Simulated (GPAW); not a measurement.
Input of a GPAW 26.7.0 run:

File run.py:

```python
from ase.dft.bandgap import bandgap
from ase.io import read, write
from ase.units import GPa
from gpaw import GPAW, PW

atoms = read('POSCAR')

calc = GPAW(mode=PW(600),
            xc='PBE',
            kpts={'size': (8, 8, 6), 'gamma': True},
            occupations={'name': 'methfessel-paxton', 'order': 0, 'width': 0.020999999999999998},
            nbands=21,
            convergence={'density': 1e-05, 'energy': 1e-05},
            maxiter=150,
            txt='gpaw.txt')
atoms.calc = calc
energy = atoms.get_potential_energy()
forces = atoms.get_forces()
stress = atoms.get_stress()
calc.write('gs.gpw')
write('result.traj', atoms)
print(f'Energy: {energy:.6f} eV')
print('Forces (eV/A):')
print(forces.round(4))
print('Stress (GPa):', (stress / GPa).round(3))
print('Fermi level:', round(calc.get_fermi_level(), 4), 'eV')
print(f'Gap: {bandgap(calc)[0]:.4f} eV, direct: {bandgap(calc, direct=True)[0]:.4f} eV')
```

The input POSCAR:

```
P
1.0
    1.6477431241     -5.4650377251      0.0000000000
    1.6477431241      5.4650377251      0.0000000000
    0.0000000000      0.0000000000      4.5436355900
P
4
Direct
    0.9041431300      0.0958568700      0.5888151700
    0.0958568700      0.9041431300      0.4111848300
    0.5958568700      0.4041431300      0.0888151700
    0.4041431300      0.5958568700      0.9111848300
```

Potentials or basis: GPAW PAW data sets (gpaw-data 1.2.1), pw.

Run with:

```sh
$ OMP_NUM_THREADS=1 python run.py
```

(1) Estimate the pressure.

(2) What does it give for the largest force?

## Answers

(1) 2.3 GPa.

(2) 0.380 eV/Å.

Caveat: the program warned that so skewed a cell can give wrong results.
